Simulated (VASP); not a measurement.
# PbSe (Clausthalite) (Fm-3m) in VASP: settings compared, part 2 of 2

VASP 6.6.1. The steps go on from the part before.

**3. Relaxation of cell and atoms, vdW-DF2**

Contents of INCAR:

```
SYSTEM = PbSe
  PREC = Accurate
  ENCUT = 600
  EDIFF = 1E-7
  ISMEAR = -1
  SIGMA = 0.05
  LREAL = .FALSE.
  LASPH = .TRUE.
  NELM = 80
  ALGO = Normal
  ISIF = 3
  LWAVE = .FALSE.
  LCHARG = .FALSE.
  GGA = ML
  LUSE_VDW = .TRUE.
  AGGAC = 0.0
  ZAB_VDW = -1.8867
  IBRION = 2
  NSW = 60
  EDIFFG = -0.01
```

Contents of KPOINTS:

```
regular mesh
0
G
  8 8 8
  0 0 0
```

Contents of POSCAR:

```
PbSe
1.0
    0.0000000000      3.0606500000      3.0606500000
    3.0606500000      0.0000000000      3.0606500000
    3.0606500000      3.0606500000      0.0000000000
Pb Se
1 1
Direct
    0.0000000000      0.0000000000      0.0000000000
    0.5000000000      0.5000000000      0.5000000000
```

Potentials or basis: VASP PAW PBE potentials, release 64 (Pb_d, Se).

Command:

```bash
> cat potpaw_PBE.64/Pb_d/POTCAR potpaw_PBE.64/Se/POTCAR > POTCAR
> mpirun -np 1 vasp_std > vasp.out
```

OUTCAR:

```text
SYSTEM = PbSe
   PREC = Accurate
   ENCUT = 600
   EDIFF = 1E-7
   ISMEAR = -1
   LREAL = .FALSE.
   LASPH = .TRUE.
   NELM = 80
   ISIF = 3
   GGA = ML
   IBRION = 2
   NSW = 60
   EDIFFG = -0.01

 ion  position               nearest neighbor table
   1  0.000  0.000  0.000-   2 3.06   2 3.06   2 3.06   2 3.06   2 3.06   2 3.06
   2  0.500  0.500  0.500-   1 3.06   1 3.06   1 3.06   1 3.06   1 3.06   1 3.06

  LATTYP: Found a face centered cubic cell.
 ALAT       =     6.1213000000

  Lattice vectors:

 A1 = (   0.0000000000,   3.0606500000,   3.0606500000)
 A2 = (   3.0606500000,   0.0000000000,   3.0606500000)
 A3 = (   3.0606500000,   3.0606500000,   0.0000000000)

Analysis of symmetry for initial positions (statically):
=====================================================================
 Subroutine PRICEL returns:
 Original cell was already a primitive cell.

[... 189 lines left out ...]
      7      -1.3406      2.00000
      8       3.3133      2.00000
      9       3.3133      2.00000
     10       3.3133      2.00000
     11       9.6999      0.00000
     12       9.6999      0.00000
     13       9.6999      0.00000
     14      11.9319      0.00000
[... 466 lines left out ...]
--------------------------------------- Ionic step        3  -------------------------------------------

 number of electron      19.9999999 magnetization

 Free energy of the ion-electron system (eV)
  ---------------------------------------------------
  ext. energy  EPLUGINS =         0.00000000
  ---------------------------------------------------
  free energy    TOTEN  =        -3.07926117 eV

  energy without entropy =       -3.07924449  energy(sigma->0) =       -3.07925283

 E-fermi :   3.7912     XC(G=0):  -8.7553

 val. band max:        3.4599865430   @ k =   0.5000   0.0000   0.0000
 cond. band min:       4.1204074060   @ k =   0.5000   0.0000   0.0000
 fundamental gap:      0.6604208630
 Fermi energy:         3.7912358584

 k-point     1 :       0.0000    0.0000    0.0000
  band No.  band energies     occupation
      1     -13.1309      2.00000
      2     -13.1309      2.00000
      3     -13.1309      2.00000
      4     -13.1304      2.00000
      5     -13.1304      2.00000
      6      -9.0715      2.00000
      7      -3.1562      2.00000
      8       2.2592      2.00000
      9       2.2592      2.00000
     10       2.2592      2.00000
     11       7.7440      0.00000
     12       7.7440      0.00000
     13       7.7441      0.00000
     14      10.5220      0.00000
[... 424 lines left out ...]
  energy  without entropy=       -3.0792444945  energy(sigma->0) =       -3.07925283

Total vdW correction in eV:      3.4747067

 reached required accuracy - stopping structural energy minimisation
```

OSZICAR:

```text
N       E                     dE             d eps       ncg     rms          rms(c)
DAV:   1     0.174331556620E+03    0.17433E+03   -0.10625E+04   812   0.163E+03
DAV:   2     0.109274739513E+02   -0.16340E+03   -0.16010E+03   854   0.373E+02
DAV:   3    -0.304224756964E+01   -0.13970E+02   -0.13909E+02  1070   0.113E+02
[... 30 lines left out ...]
DAV:   5    -0.307925420087E+01   -0.10809E-03   -0.71765E-04  1002   0.248E-01    0.510E-02
DAV:   6    -0.307927297705E+01   -0.18776E-04   -0.10658E-04   812   0.124E-01    0.114E-02
DAV:   7    -0.307926304133E+01    0.99357E-05   -0.12762E-05   824   0.333E-02    0.450E-03
DAV:   8    -0.307926126577E+01    0.17756E-05   -0.12176E-06   944   0.156E-02    0.162E-03
DAV:   9    -0.307926116787E+01    0.97904E-07   -0.10322E-07   588   0.441E-03
   3 F= -.30792612E+01 E0= -.30792528E+01  d E =-.176849E+00
```

CONTCAR:

```text
PbSe
   1.00000000000000
     0.0000000000000000    3.2035909869812063    3.2035909869812063
     3.2035909869812063    0.0000000000000000    3.2035909869812063
     3.2035909869812063    3.2035909869812063   -0.0000000000000000
  Pb              Se
     1     1
Direct
     0.0000000000000000    0.0000000000000000    0.0000000000000000
     0.5000000000000000    0.5000000000000000    0.5000000000000000

  0.00000000E+00  0.00000000E+00  0.00000000E+00
  0.00000000E+00  0.00000000E+00  0.00000000E+00
```

It took 4.7 min on 1 thread of AMD EPYC 7R13 (Zen 3), shared host; peak memory 0.45 GiB.

What came out:

| Quantity | Value |
| --- | --- |
| Free energy | -3.0793 eV |
| Relaxed volume | 32.88 Å³/atom |
| Relaxed cell | a = 4.531 Å, b = 4.531 Å, c = 4.531 Å, α = 60.00°, β = 60.00°, γ = 60.00° |
| Space group after relaxing (to 0.05 Å) | Fm-3m (No. 225) |
| Energy gained by relaxing | 88.4 meV/atom |
| Ionic steps | 3 |
| Pressure after relaxing | 0.0 GPa |
| Band gap on the k mesh | 0.66 eV, direct |

Step by step:
| step | energy change (eV) | largest force (eV/Å) | pressure (GPa) | volume (Å³) |
| --- | --- | --- | --- | --- |
| 1 | 0.0000 | 0.0000 | 7.58 | 57.34 |
| 2 | -0.1551 | 0.0000 | -1.88 | 69.34 |
| 3 | -0.1768 | 0.0000 | 0.04 | 65.76 |

Final structure:
```xyz
2
Lattice="0.0000 3.2036 3.2036 3.2036 0.0000 3.2036 3.2036 3.2036 0.0000" Properties=species:S:1:pos:R:3 pbc="T T T"
Pb    0.0000    0.0000    0.0000
Se    3.2036    3.2036    3.2036
```

Caveat: the PAW data sets were made with another functional, which shifts forces and pressure a little; spin-orbit coupling is left out, which as a rule narrows the gap of such compounds by several tenths of an eV; the volume moved by +15 % from the deposited cell, more than functionals usually miss.

**4. Relaxation of cell and atoms, optB86b-vdW**

Contents of INCAR:

```
PREC     = Accurate       # precision mode
ENCUT    = 600            # plane-wave cutoff, eV
EDIFF    = 1E-7           # SCF threshold, eV
ISMEAR   = -1             # smearing method
SIGMA    = 0.05           # smearing width, eV
LREAL    = F              # projectors in reciprocal space
LASPH    = T              # aspherical terms in the spheres
NELM     = 60             # most SCF steps
ALGO     = Normal         # electronic algorithm
ISIF     = 3              # what is computed and relaxed
LWAVE    = F              # write WAVECAR
LCHARG   = F              # write CHGCAR
GGA      = MK             # functional
LUSE_VDW = T            
AGGAC    = 0.0          
PARAM1   = 0.1234       
PARAM2   = 1.0          
IBRION   = 2              # ionic algorithm
NSW      = 40             # ionic steps
EDIFFG   = -0.01          # ionic threshold
```

Contents of KPOINTS:

```
regular mesh
0
Gamma
  8 8 8
```

POSCAR is that of step 3.

Command:

```bash
> cat potpaw_PBE.64/Pb_d/POTCAR potpaw_PBE.64/Se/POTCAR > POTCAR
> mpirun -np 1 vasp_std > vasp.out
```

It took 3.8 min on 1 thread of AMD EPYC 7R13 (Zen 3), shared host; peak memory 0.45 GiB.

Results (log left out):

```yaml
Free_energy: -3.5617 eV
Relaxed_volume: 29.22 Å³/atom
Relaxed_cell: a = 4.356 Å, b = 4.356 Å, c = 4.356 Å, α = 60.00°, β = 60.00°, γ = 60.00°
Space_group_after_relaxing_to_0.05_Å: Fm-3m (No. 225)
Energy_gained_by_relaxing: 1.7 meV/atom
Ionic_steps: 3
Pressure_after_relaxing: 0.0 GPa
Band_gap_on_the_k_mesh: 0.35 eV, direct
```

Step by step:
| step | energy change (eV) | largest force (eV/Å) | pressure (GPa) | volume (Å³) |
| --- | --- | --- | --- | --- |
| 1 | 0.0000 | 0.0000 | 1.01 | 57.34 |
| 2 | -0.0029 | 0.0000 | -0.36 | 58.86 |
| 3 | -0.0034 | 0.0000 | 0.00 | 58.44 |

Final structure:
```xyz
2
Lattice="0.0000 3.0801 3.0801 3.0801 0.0000 3.0801 3.0801 3.0801 0.0000" Properties=species:S:1:pos:R:3 pbc="T T T"
Pb    0.0000    0.0000    0.0000
Se    3.0801    3.0801    3.0801
```

Levels at points of the mesh, in eV from the valence-band top:
```tsv
k point	band 6	band 7	band 8	band 9	band 10	band 11	band 12	band 13	band 14
(0.00, 0.00, 0.00)	-13.41	-6.37	-1.75	-1.75	-1.75	4.63	4.63	4.63	6.61
(0.50, 0.00, 0.00)	-12.38	-8.71	-1.35	-1.35	0.00	0.35	1.74	1.74	8.59
(0.50, 0.50, 0.00)	-12.04	-7.39	-4.78	-3.07	-3.07	3.84	5.51	5.51	5.97
```

Caveat: the PAW data sets were made with another functional, which shifts forces and pressure a little; spin-orbit coupling is left out, which as a rule narrows the gap of such compounds by several tenths of an eV.

**5. Relaxation of cell and atoms, rev-vdW-DF2**

Contents of INCAR:

```
PREC = Accurate
ENCUT = 600
EDIFF = 1E-6
ISMEAR = -1
SIGMA = 0.05
LREAL = F
LASPH = T
NELM = 60
ALGO = Fast
ISIF = 3
LWAVE = F
LCHARG = F
GGA = MK
LUSE_VDW = T
AGGAC = 0.0
PARAM1 = 0.1234
PARAM2 = 0.711357
ZAB_VDW = -1.8867
IBRION = 2
NSW = 60
EDIFFG = -0.005
```

KPOINTS is that of step 4.

POSCAR is that of step 4.

Command:

```bash
> cat potpaw_PBE.64/Pb_d/POTCAR potpaw_PBE.64/Se/POTCAR > POTCAR
> mpirun -np 1 vasp_std > vasp.out
```

It took 4.8 min on 1 thread of AMD EPYC 7R13 (Zen 3), shared host; peak memory 0.45 GiB.

It converged, with:

```yaml
Free_energy: -4.0007 eV
Relaxed_volume: 29.35 Å³/atom
Relaxed_cell: a = 4.362 Å, b = 4.362 Å, c = 4.362 Å, α = 60.00°, β = 60.00°, γ = 60.00°
Space_group_after_relaxing_to_0.05_Å: Fm-3m (No. 225)
Energy_gained_by_relaxing: 2.6 meV/atom
Ionic_steps: 3
Pressure_after_relaxing: 0.0 GPa
Band_gap_on_the_k_mesh: 0.34 eV, direct
```

Step by step:
```csv
step,energy change (eV),largest force (eV/Å),pressure (GPa),volume (Å³)
1,0.0000,0.0000,1.24,57.34
2,-0.0045,0.0000,-0.41,59.20
3,-0.0052,0.0000,-0.01,58.70
```

Final structure:
```cif
data_structure
_symmetry_space_group_name_H-M 'P 1'
_symmetry_Int_Tables_number 1
_cell_length_a 4.3624
_cell_length_b 4.3624
_cell_length_c 4.3624
_cell_angle_alpha 60.000
_cell_angle_beta 60.000
_cell_angle_gamma 60.000
_cell_volume 58.70
loop_
_atom_site_label
_atom_site_type_symbol
_atom_site_fract_x
_atom_site_fract_y
_atom_site_fract_z
_atom_site_occupancy
Pb1 Pb 0.00000 0.00000 0.00000 1
Se1 Se 0.50000 0.50000 0.50000 1
```

Levels at points of the mesh, in eV from the valence-band top:
```
           k point  band 8  band 9  band 10  band 11  band 12  band 13
(0.00, 0.00, 0.00)   -1.72   -1.72    -1.72     4.62     4.62     4.62
(0.50, 0.00, 0.00)   -1.32   -1.32     0.00     0.34     1.74     1.74
(0.50, 0.50, 0.00)   -4.75   -3.04    -3.04     3.84     5.49     5.49
```

Caveat: the PAW data sets were made with another functional, which shifts forces and pressure a little; spin-orbit coupling is left out, which as a rule narrows the gap of such compounds by several tenths of an eV.

**6. For comparison**

An earlier run on the cell as given: functional PBEsol; potentials or basis VASP PAW PBE potentials, release 64 (Pb_d, Se); cutoff 520 eV; k mesh 8 × 8 × 8; occupations fermi-dirac, width 0.05 eV; no spin polarisation.

* Pressure: -0.5 GPa
* Band gap on the k mesh: 0.20 eV, direct

**7. Summary**

| task | level | cell | cutoff (eV) | ladder | gap on the mesh (eV) | pressure (GPa) | relaxed volume (Å³/atom) |
| --- | --- | --- | --- | --- | --- | --- | --- |
| relaxation of cell and atoms | vdW-DF-cx | relaxed | 600 | - | 0.26 | 0.1 | - |
| relaxation of cell and atoms | vdW-DF2 | relaxed | 600 | - | 0.66 | 0.0 | 32.88 |
| relaxation of cell and atoms | optB86b-vdW | relaxed | 600 | - | 0.35 | 0.0 | 29.22 |
| relaxation of cell and atoms | rev-vdW-DF2 | relaxed | 600 | - | 0.34 | 0.0 | 29.35 |
| single point | PBEsol | as given | 520 | free | 0.20 | -0.5 | - |

Alike in all rows: potentials or basis VASP PAW PBE potentials, release 64 (Pb_d, Se); no spin polarisation; k mesh 8 × 8 × 8; smearing fermi-dirac 0.05 eV.

Caveats: the PAW data sets were made with another functional, which shifts forces and pressure a little; spin-orbit coupling is left out, which as a rule narrows the gap of such compounds by several tenths of an eV; the relaxation stopped at its first step, so nothing moved (some runs); the volume moved by +15 % from the deposited cell, more than functionals usually miss (some runs).

Absolute energies hang on the potentials; compare differences alone.

**8. How close it comes**

Step 2. The cell as given is a measured one (28.67 Å³/atom); vdW-DF-cx puts the equilibrium volume +0.0 % from it, thermal expansion not counted.

Step 3. The cell as given is a measured one (28.67 Å³/atom); vdW-DF2 puts the equilibrium volume +14.7 % from it, thermal expansion not counted.

Step 4. The cell as given is a measured one (28.67 Å³/atom); optB86b-vdW puts the equilibrium volume +1.9 % from it, thermal expansion not counted.

Step 5. The cell as given is a measured one (28.67 Å³/atom); rev-vdW-DF2 puts the equilibrium volume +2.4 % from it, thermal expansion not counted.
